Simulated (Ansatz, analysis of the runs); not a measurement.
# A defect in a wire: W wire along [110], 4 atoms a period, Sn in place of one W, part 2 of 2

Aim: how much does this defect scatter, and at which energies?

Ansatz 0.2.0; DFT PBE, plane waves, PAW; relaxation of a wire's period (the session's first sound run).

So far. Step 3 (The wire at its relaxed period): At the computed energy nearest the Fermi level there are 3 channels a spin, and the thermal average gives 3.00 G₀. Step 4 (Relaxation of the scattering region): The largest force component on a free atom ends at 0.015 eV/Å, under the limit of 0.06. Sn ends nearest to W at 2.85 Å, W at 2.95 Å, W at 2.96 Å, W at 2.96 Å and W at 2.98 Å. 9 atoms of the wire itself, hydrogen apart, moved by over 0.45 Å, up to 1.02 Å.

## Step 5: Transmission between the leads

This step: DFT PBE, plane waves, PAW; transmission of a junction in a wire (Ansatz 0.2.0).

The cell is now read as a scatterer between two semi-infinite leads, named by two sites one period apart. The scattering states in its self-consistent potential are matched to the leads' states at each energy. One point across is taken, as for a wire in vacuum.

Input file input.yaml:

```yaml
crystal:
  lattice:
    - [8.385, 0.0, 0.0]
    - [0.0, 9.042, 0.0]
    - [0.0, 0.0, 29.7892562462]
  atoms:
    - { symbol: W, position: [0.403010829, 0.409897292, 0.0] }
    - { symbol: W, position: [0.596989171, 0.590050562, 0.0] }
    - { symbol: W, position: [0.403010829, 0.590050562, 0.071428571] }
    - { symbol: W, position: [0.596989171, 0.409897292, 0.071428571] }
    - { symbol: W, position: [0.403010829, 0.409897292, 0.142857143] }
    - { symbol: W, position: [0.596989171, 0.590050562, 0.142857143] }
    - { symbol: W, position: [0.403010829, 0.590050562, 0.214285714] }
    - { symbol: W, position: [0.596989171, 0.409897292, 0.214285714] }
[... 16 atom lines left out ...]
    - { symbol: W, position: [0.403010829, 0.409897292, 0.857142857] }
    - { symbol: W, position: [0.596989171, 0.590050562, 0.857142857] }
    - { symbol: W, position: [0.403010829, 0.590050562, 0.928571429] }
    - { symbol: W, position: [0.596989171, 0.409897292, 0.928571429] }
kpoints:
  mp_grid: { grid: [1, 1, 3] }
scf:
  occupations: { method: fermi_dirac, width: 0.05 }
hamiltonian:
  xc: pbe
output:
  transmission:
    e_range: [-1.26, 1.26]
    de: 0.035
    kmesh: [1, 1]
    reduced_basis: true
    leads: [[24, 0]]
  dos: { projected: true, e_range: [-4, 3] }
  write_potential: true
  write_density: true
  volumetric_format: npy
  elf: true
basis:
  ecutwfc: "350 eV"
```

The run is started by

```sh
> ansatz run input.yaml --threads 4 --pin off --max-ram 16384MiB --backend cpu --events-out ev --progress --plain --runs-dir out
```

Run time: 3.4 min. Hardware: 4 threads of Arm Neoverse V1, shared host; peak memory 3.3 GiB; 12 min of CPU time.

This step gave:

```
energy at zero smearing                                      : -286330.4388 eV
transmission at the energy nearest the Fermi level, one spin : 1.070
step of the lead's Hamiltonian                               : 34 meV
conductance of the junction                                  : 1.044 G₀
```

Transmission, one spin against energy, zero at the Fermi level:

energy (eV), transmission, one spin and a bar from the least value:
```
    -1.26       1.98 ########################
    -1.16       2.39 ##############################
    -1.05       2.30 #############################
    -1.01       2.29 #############################
    -0.91       1.46 ################
    -0.77       1.28 #############
    -0.67       1.31 #############
    -0.53       1.37 ##############
    -0.42       1.33 #############
    -0.32       1.03 #########
    -0.17       1.21 ############
    -0.07       1.15 ###########
     0.00       1.07 #########
     0.07       0.86 ######
     0.17       0.54 #
     0.32       1.74 ####################
     0.35       1.77 ####################
     0.42       1.58 #################
     0.53       0.91 #######
     0.67       0.91 #######
     0.77       0.69 ###
     0.91       0.62 ##
     1.01       0.85 ######
     1.16       1.78 #####################
     1.26       0.47
```

The open channels of the lead, one spin by energy, zero at the Fermi level:

energy (eV), open channels of the lead, one spin and a bar from the least value:
```
   -1.190       6.00 ##############################
   -1.085       4.00 ###############
   -1.015       6.00 ##############################
   -0.910       4.00 ###############
   -0.805       4.00 ###############
   -0.700       4.00 ###############
   -0.595       4.00 ###############
   -0.490       4.00 ###############
   -0.385       4.00 ###############
   -0.315       3.00 ########
   -0.210       3.00 ########
   -0.105       3.00 ########
    0.000       3.00 ########
    0.105       3.00 ########
    0.210       4.00 ###############
    0.315       4.00 ###############
    0.385       4.00 ###############
    0.490       4.00 ###############
    0.595       2.00 
    0.700       2.00 
    0.805       3.00 ########
    0.910       3.00 ########
    1.015       3.00 ########
    1.085       3.00 ########
    1.190       2.00
```

Projected DOS an atom over height of the atomic layer and energy from the Fermi level.  broadened by a Gaussian of 0.15 eV, since few k-points sample the long cell.

Ten even steps from '0' (0.39 states/eV) to '9' (2.81 states/eV), each cell a mean:
```
3334455644254654433
3343365676256644333
2233356676455343222
3334535443433354433
6666534332223455766
5554433222113234455
1111212111002121111
1011201020012011110
1111201010002011111
2122312222212222121
3333332224333333333
3333321223433323333
3223222323333422232
2233245543233543323
3444355544343543433
5544556555365455455
4444676699498555444
4445343335243444444
2233211100011222322
3343322111022333333
4332222223243333334
2112121111122222112
```
Columns: height of the atomic layer (Å) from 0 to 27.7 (not evenly spaced); rows upwards: energy from the Fermi level (eV) from -3.98 to 1.47.

Electrostatic potential energy in the ca plane at fractional y = 0.389, with atoms of W and Sn within 0.2 Å of it. With pseudopotentials it is smooth inside the atoms' cores, unlike the true potential.

Ten even steps from '0' (-59 eV) to '9' (6 eV), each cell a mean:
```
99999999999999999999999999999999999999999999
99999999999999999999987899999999999999999999
99999999999999999999767679999999999999999999
99999999999999999998689868999999999999999999
99999999999999999998799977999999998899999999
89999999999999999998689968999999976678999999
78999999876789999999766678999999741147999998
37899998532478999999887889999998610015899997
15899997300268998878899988667898610015899986
15899987300268987434789985224799731036899986
37888888532479984001489962001589875568887887
78754578877789973000379861000589998888633588
88510158998889984001489973102689999997200268
97300037999889987434799987546899999986100158
97300048999999998878899998888999999997300268
98631368999999999999999999999999999998643579
99876789999999999999999999999999999999877899
99988899999999999999999999999999999999999999
99999999999999999999999999999999999999999999
99999999999999999999999999999999999999999999
99999999999999999999999999999999999999999999
99999999999999999999999999999999999999999999
99999999999999999999999999999999999999999999
```
Columns run along c (16.0 Å, from fractional 0.23 to 0.77 of the cell; values clipped at the 3rd and 97th percentile), rows up along a (8.4 Å). Atoms in or near the plane, at fractional coordinates: W at (0.28, 0.39), W at (0.45, 0.49), Sn at (0.50, 0.79), W at (0.56, 0.50), W at (0.65, 0.63), W at (0.71, 0.40).

Valence density in the ca plane at fractional y = 0.389, with atoms of W and Sn within 0.2 Å of it. It is the smooth field of the valence electrons, not physical close to the nuclei.

Ten steps, logarithmic in the rise over the least value, from '0' (0 e/Å³) to '9' (14 e/Å³), each cell a mean:
```
00000000000000000000011100000000000000000000
00000000000000000001123211000000000000000000
00000000000000000011355531100000000000000000
00000000000000000012478752100000000000000000
00000000001100001112589863110000111111000000
11000001111111111112478752111111123321100000
32111112234322222222345432211112357753111111
63111123566532222222223222222222477774211113
74211223677643223333222223443222477774221124
74222223677642234565322235665322367764222224
64333333466532235777532246777422245543333333
33345433344432236777632247777522222333456533
23577753223332235777522235776422122223677643
23677763222222223565321123553211111124777752
12577753211222112232111111221111111113677642
12466642111111111111000000000000000012455421
01233321100000000000000000000000000001122210
00011110000000000000000000000000000000000000
00000000000000000000000000000000000000000000
00000000000000000000000000000000000000000000
00000000000000000000000000000000000000000000
00000000000000000000000000000000000000000000
00000000000000000000000000000000000000000000
```
Columns run along c (16.0 Å, from fractional 0.23 to 0.77 of the cell), rows up along a (8.4 Å). Atoms in or near the plane, at fractional coordinates: W at (0.28, 0.39), W at (0.45, 0.49), Sn at (0.50, 0.79), W at (0.56, 0.50), W at (0.65, 0.63), W at (0.71, 0.40).

ELF in the ca plane at fractional y = 0.389, with atoms of W and Sn within 0.2 Å of it. It is the smooth field of the valence electrons, not physical close to the nuclei.

Values, 12 rows by 16 columns, each cell a mean:
```
0.02 0.03 0.06 0.09 0.06 0.04 0.36 0.66 0.62 0.54 0.09 0.06 0.08 0.10 0.07 0.03
0.15 0.25 0.32 0.33 0.25 0.13 0.40 0.37 0.26 0.47 0.18 0.21 0.19 0.27 0.31 0.21
0.22 0.42 0.44 0.34 0.42 0.26 0.37 0.21 0.08 0.38 0.31 0.36 0.21 0.24 0.40 0.29
0.26 0.42 0.38 0.39 0.44 0.40 0.43 0.31 0.24 0.43 0.49 0.40 0.57 0.37 0.36 0.22
0.44 0.44 0.38 0.64 0.44 0.46 0.40 0.30 0.35 0.34 0.37 0.35 0.45 0.45 0.42 0.31
0.45 0.37 0.36 0.47 0.40 0.34 0.53 0.41 0.36 0.48 0.44 0.35 0.40 0.39 0.33 0.39
0.40 0.55 0.38 0.44 0.40 0.39 0.57 0.41 0.40 0.52 0.44 0.48 0.50 0.41 0.58 0.47
0.30 0.48 0.46 0.42 0.28 0.52 0.30 0.27 0.47 0.23 0.23 0.48 0.41 0.31 0.59 0.34
0.23 0.38 0.33 0.38 0.23 0.47 0.22 0.23 0.37 0.17 0.23 0.32 0.28 0.19 0.30 0.18
0.24 0.12 0.20 0.25 0.12 0.21 0.11 0.06 0.07 0.05 0.09 0.12 0.15 0.14 0.12 0.18
0.11 0.06 0.07 0.06 0.02 0.01 0.00 0.02 0.03 0.01 0.00 0.01 0.02 0.03 0.05 0.08
0.01 0.00 0.00 0.00 0.00 0.00 0.10 0.46 0.55 0.24 0.01 0.00 0.00 0.00 0.00 0.00
```
Columns run along c (16.0 Å, from fractional 0.23 to 0.77 of the cell), rows up along a (8.4 Å). Atoms in or near the plane, at fractional coordinates: W at (0.28, 0.39), W at (0.45, 0.49), Sn at (0.50, 0.79), W at (0.56, 0.50), W at (0.65, 0.63), W at (0.71, 0.40).

By hand: the program gives 1.0664 × 10^14 S/m² over the cell's cross-section of 75.82 Å² = 7.582 × 10^-19 m², so one cell conducts 8.085 × 10^-5 S. Divided by G0 = 2e²/h = 7.748 × 10^-5 S this is 1.04 G0, a resistance of 12.4 kΩ.

The conductance is 1.04 G₀, with 3 channels a spin open in the lead. The lead's Hamiltonian steps by 34.0 meV, which the program calls too much for a lead. The largest term of the program's error estimate is 13 %.

## Step 6: Landauer integrals

This step: Landauer integrals over the computed T(E), interpolated linearly between its energies (analysis of the runs above).

Conductance and thermopower are moments of T(E) over the thermal window; sliding the window along E stands for a gate that leaves T(E) rigid.

Numbers from this step:

- conductance at 300 K, interpolated from T(E): 1.041 G₀
- thermopower at 300 K: 13.99 μV/K
- Lorenz number over L0: 0.9364

T(E) held rigid; rough near sharp steps of T(E). The conductance at 300 K by shift of the leads' level:

shift of the leads' level (eV), conductance at 300 K (G₀) and a bar from the least value:
```
   -0.900       1.48 ##########################
   -0.800       1.31 ####################
   -0.750       1.29 ####################
   -0.650       1.32 #####################
   -0.550       1.36 ######################
   -0.450       1.34 #####################
   -0.400       1.29 ####################
   -0.300       1.14 ###############
   -0.200       1.19 #################
   -0.150       1.19 #################
   -0.050       1.12 ##############
    0.050       0.91 ########
    0.150       0.66 
    0.200       0.77 ###
    0.300       1.40 #######################
    0.400       1.61 ##############################
    0.450       1.47 ##########################
    0.550       0.88 #######
    0.650       0.73 ##
    0.750       0.77 ###
    0.800       0.76 ###
    0.900       0.70 #
```

T(E) held rigid; rough near sharp steps of T(E). Thermopower at 300 K against shift of the leads' level:

```
shift of the leads' level (eV)  thermopower at 300 K (μV/K)
                        -0.900                         16.7
                        -0.850                         9.40
                        -0.800                         3.61
                        -0.700                        -1.17
                        -0.650                        -2.00
                        -0.600                        -2.26
                        -0.550                       -0.776
                        -0.450                         3.35
                        -0.400                         7.10
                        -0.350                         10.1
                        -0.300                         2.79
                        -0.200                        -1.92
                        -0.150                         1.82
                        -0.100                         4.78
                        -0.050                         7.97
                         0.050                         23.0
                         0.100                         24.9
                         0.150                       -0.906
                         0.200                        -39.4
                         0.300                        -31.3
                         0.350                        -8.90
                         0.400                         7.46
                         0.450                         19.0
                         0.550                         47.9
                         0.600                         14.9
                         0.650                        -14.5
                         0.700                        -1.61
                         0.800                        -2.23
                         0.850                         5.20
                         0.900                         14.9
```

The two levels move by half the bias each and T(E) is held rigid. The current from the zero-bias T(E) by bias:

```
bias (V)  current from the zero-bias T(E) (μA)
   0.000                                     0
   0.100                                     8
   0.200                                  15.7
   0.300                                  22.9
   0.400                                  30.3
   0.500                                  38.3
   0.600                                  47.5
   0.700                                  58.0
   0.800                                  69.2
   0.900                                  80.3
   1.000                                  90.8
   1.100                                   100
   1.200                                   108
   1.300                                   116
   1.400                                   124
   1.500                                   132
   1.600                                   140
   1.700                                   148
   1.800                                   157
   1.900                                   165
```

By hand, Mott's formula: S = −(π²k²T/3e) d ln T/dE, and π²k²T/3e = 7.33 μV/K × eV at 300 K. The computed T is 1.15 at -0.070 eV and 0.864 at +0.070 eV, so d ln T/dE ≈ -2.01 per eV and S ≈ 14.8 μV/K, against 14.0 from the integrals.

The thermopower is 14.0 μV/K. The Lorenz ratio is 0.94, where the Wiedemann-Franz law gives 1. Moving the level by up to 0.1 eV either way gives 4.8 to 25 μV/K.

## Step 7: The perfect wire

This step: DFT LDA, plane waves, PAW; channels and complex bands of a perfect wire; changed: hamiltonian.xc = "lda+u", scf.max_iter = 80 (Ansatz 0.2.0).

System of this step: W wire along [110], 4 atoms a period. The cell holds 4 atoms: 4 W. Cell: a = 8.385 Å, b = 9.042 Å, c = 4.256 Å, α = 90.0°, β = 90.0°, γ = 90.0°. Vacuum lies along a and b. The structure's axis is c.

The input of the run on the perfect lead is made doubtful on purpose.

Input file input.yaml:

```yaml
crystal:
  lattice:
    - [8.385, 0.0, 0.0]
    - [0.0, 9.042, 0.0]
    - [0.0, 0.0, 4.2556080352]
  atoms:
    - { symbol: W, position: [0.403010829, 0.409897292, 0.0] }
    - { symbol: W, position: [0.596989171, 0.590050562, 0.0] }
    - { symbol: W, position: [0.403010829, 0.590050562, 0.5] }
    - { symbol: W, position: [0.596989171, 0.409897292, 0.5] }
kpoints:
  mp_grid: { grid: [1, 1, 19] }
scf:
  occupations: { method: fermi_dirac, width: 0.05 }
  max_iter: 80
hamiltonian:
  xc: lda+u
output:
  transmission:
    e_range: [-1.26, 1.26]
    de: 0.035
    kmesh: [1, 1]
    reduced_basis: true
    leads: [[0, 0]]
basis:
  ecutwfc: "350 eV"
```

Run time: 0.02 s. Hardware: 4 threads; peak memory 0.022 GiB.

The program refused the input before any cycle.

The program's message: “Error: YAML parse error: error: line 17 column 7: hamiltonian.xc: unknown variant `lda+u`, expected one of `lda`, `lda-pw`, `pw92`, `pbe`, `pbesol`, `rpbe`, `revpbe`, `blyp`, `pbe0`, `revpbe0`, `b3lyp …”

The change that led to it: hamiltonian.xc = "lda+u".

## Step 8: Results

- conductance of the perfect wire: 3.00 G₀
- conductance, Sn in place of one W: 1.04 G₀
- thermopower, Sn in place of one W: 14.0 μV/K

In words: Summed over the computed window, 35 % of the lead's open channels pass the defect; the conductance at 300 K is 1.04 G₀. With Sn in place of one W, 35 % of the conductance of that run's own lead (3.00 G₀) is left. Transport is coherent and elastic here: the atoms are frozen, so scattering by vibrations plays no part. With Sn in place of one W several atoms of the wire itself moved far in the relaxation, so the changed stretch between the held leads may scatter as well as the defect. The free region is short: held atoms still bear up to 0.8 eV/Å after a relaxation. Spin-orbit coupling is left out, which matters for the bands of heavy atoms. In 1 run the program finds the step of the lead's Hamiltonian too large, so longer leads may change the transmission. One term of the program's error estimate for a conductance, of a junction or of the perfect wire, reaches 13 % in this session. A junction with open d shells ran without spin, after the few moments seeded in its relaxation died away; moments on all d atoms were not tried. A cutoff under the files' recommended one was taken to save time; its effect on T(E) was not tested here. The program marked the mesh across the current as unconverged: one point across may be too few, as where atoms come near their images or a face has no vacuum.

[Logs are printed without paths, hosts, clocks, repeated set-up lines and the standing remarks that a program may print on its own settings, such as how far it seeks lower states.]

[Hosts, paths, dates, database ids (printed as entryN), source tags and the programs' standing remarks are cut or masked in the printed files.]
